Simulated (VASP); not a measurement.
Wanted: the native input for a VASP 6.6.1 run.

* Task: band structure
* Functional: revTPSS
* Potentials or basis: VASP PAW PBE potentials, release 64 (I)
* Cutoff: 520 eV
* k mesh: 7 × 7 × 7
* Occupations: gaussian, width 0.1 eV
* Spin: no spin polarisation
* Further INCAR settings: ALGO = Normal; EDIFF = 1e-06

The structure of I lies in I.cif:

```cif
data_I
_cell_length_a 4.17875088
_cell_length_b 4.17875088
_cell_length_c 4.17875088
_cell_angle_alpha 90.00000000
_cell_angle_beta 90.00000000
_cell_angle_gamma 90.00000000
_space_group_name_H-M_alt 'Im-3m'
_space_group_name_Hall '-I 4 2 3'
_space_group_IT_number 229
loop_
_space_group_symop_operation_xyz
'x,y,z'
'-x,-y,-z'
'-y,x,z'
'y,-x,-z'
'-x,-y,z'
'x,y,-z'
'y,-x,z'
'-y,x,-z'
'x,-y,-z'
'-x,y,z'
'-y,-x,-z'
'y,x,z'
'-x,y,-z'
'x,-y,z'
'y,x,-z'
'-y,-x,z'
'z,x,y'
'-z,-x,-y'
'z,-y,x'
'-z,y,-x'
'z,-x,-y'
'-z,x,y'
'z,y,-x'
'-z,-y,x'
'-z,x,-y'
'z,-x,y'
'-z,-y,-x'
'z,y,x'
'-z,-x,y'
'z,x,-y'
'-z,y,x'
'z,-y,-x'
'y,z,x'
'-y,-z,-x'
'x,z,-y'
'-x,-z,y'
'-y,z,-x'
'y,-z,x'
'-x,z,y'
'x,-z,-y'
'-y,-z,x'
'y,z,-x'
'-x,-z,-y'
'x,z,y'
'y,-z,-x'
'-y,z,x'
'x,-z,y'
'-x,z,-y'
'x+1/2,y+1/2,z+1/2'
'-x+1/2,-y+1/2,-z+1/2'
'-y+1/2,x+1/2,z+1/2'
'y+1/2,-x+1/2,-z+1/2'
'-x+1/2,-y+1/2,z+1/2'
'x+1/2,y+1/2,-z+1/2'
'y+1/2,-x+1/2,z+1/2'
'-y+1/2,x+1/2,-z+1/2'
'x+1/2,-y+1/2,-z+1/2'
'-x+1/2,y+1/2,z+1/2'
'-y+1/2,-x+1/2,-z+1/2'
'y+1/2,x+1/2,z+1/2'
'-x+1/2,y+1/2,-z+1/2'
'x+1/2,-y+1/2,z+1/2'
'y+1/2,x+1/2,-z+1/2'
'-y+1/2,-x+1/2,z+1/2'
'z+1/2,x+1/2,y+1/2'
'-z+1/2,-x+1/2,-y+1/2'
'z+1/2,-y+1/2,x+1/2'
'-z+1/2,y+1/2,-x+1/2'
'z+1/2,-x+1/2,-y+1/2'
'-z+1/2,x+1/2,y+1/2'
'z+1/2,y+1/2,-x+1/2'
'-z+1/2,-y+1/2,x+1/2'
'-z+1/2,x+1/2,-y+1/2'
'z+1/2,-x+1/2,y+1/2'
'-z+1/2,-y+1/2,-x+1/2'
'z+1/2,y+1/2,x+1/2'
'-z+1/2,-x+1/2,y+1/2'
'z+1/2,x+1/2,-y+1/2'
'-z+1/2,y+1/2,x+1/2'
'z+1/2,-y+1/2,-x+1/2'
'y+1/2,z+1/2,x+1/2'
'-y+1/2,-z+1/2,-x+1/2'
'x+1/2,z+1/2,-y+1/2'
'-x+1/2,-z+1/2,y+1/2'
'-y+1/2,z+1/2,-x+1/2'
'y+1/2,-z+1/2,x+1/2'
'-x+1/2,z+1/2,y+1/2'
'x+1/2,-z+1/2,-y+1/2'
'-y+1/2,-z+1/2,x+1/2'
'y+1/2,z+1/2,-x+1/2'
'-x+1/2,-z+1/2,-y+1/2'
'x+1/2,z+1/2,y+1/2'
'y+1/2,-z+1/2,-x+1/2'
'-y+1/2,z+1/2,x+1/2'
'x+1/2,-z+1/2,y+1/2'
'-x+1/2,z+1/2,-y+1/2'
loop_
_atom_site_label
_atom_site_type_symbol
_atom_site_symmetry_multiplicity
_atom_site_Wyckoff_symbol
_atom_site_fract_x
_atom_site_fract_y
_atom_site_fract_z
_atom_site_occupancy
I1 I 2 a 0.0000000000 0.0000000000 0.0000000000 1
```

The structure of I lies in POSCAR:

```
I 
 1.0000000000000000
     4.1787508799999999    0.0000000000000000    0.0000000000000000
     0.0000000000000000    4.1787508799999999    0.0000000000000000
     0.0000000000000000    0.0000000000000000    4.1787508799999999
 I  
   2
Cartesian
  0.0000000000000000  0.0000000000000000  0.0000000000000000
  2.0893754400000000  2.0893754400000000  2.0893754400000000
```

The real solid is made of molecules; this cell is a model form.

The input as run:

INCAR

```
  PREC = Accurate
  ENCUT = 520
  EDIFF = 1E-6
  ISMEAR = 0
  SIGMA = 0.1
  LREAL = F
  LASPH = T
  NELM = 80
  ALGO = Normal
  ISIF = 2
  LWAVE = F
  LCHARG = F
  METAGGA = RTPSS
  LMIXTAU = T
```

KPOINTS

```
regular mesh
0
Gamma
  7 7 7
```

KPOINTS_OPT

```
path GXMGRX,MR
15
line-mode
reciprocal
 0.0000000000  0.0000000000  0.0000000000  G
 0.0000000000  0.5000000000  0.0000000000  X

 0.0000000000  0.5000000000  0.0000000000  X
 0.5000000000  0.5000000000  0.0000000000  M

 0.5000000000  0.5000000000  0.0000000000  M
 0.0000000000  0.0000000000  0.0000000000  G

 0.0000000000  0.0000000000  0.0000000000  G
 0.5000000000  0.5000000000  0.5000000000  R

 0.5000000000  0.5000000000  0.5000000000  R
 0.0000000000  0.5000000000  0.0000000000  X

 0.5000000000  0.5000000000  0.0000000000  M
 0.5000000000  0.5000000000  0.5000000000  R
```

Potentials or basis: VASP PAW PBE potentials, release 64 (I).

Run with:

```sh
$ ase convert -i cif -o vasp I.cif POSCAR
$ cat potpaw_PBE.64/I/POTCAR > POTCAR
$ mpirun -np 1 vasp_std > vasp.out
```

Results of the run:

- Pressure: -1.4 GPa
- Band gap along the path: none (metal or under the smearing width)

Caveat: the PAW data sets were made with another functional, which shifts forces and pressure a little; spin-orbit coupling is left out, which moves the levels of the heavy elements.

It took 88 s on 1 thread of AMD EPYC 9R45 96-Core Processor (Zen 5), on a shared host, peak memory 0.15 GiB.
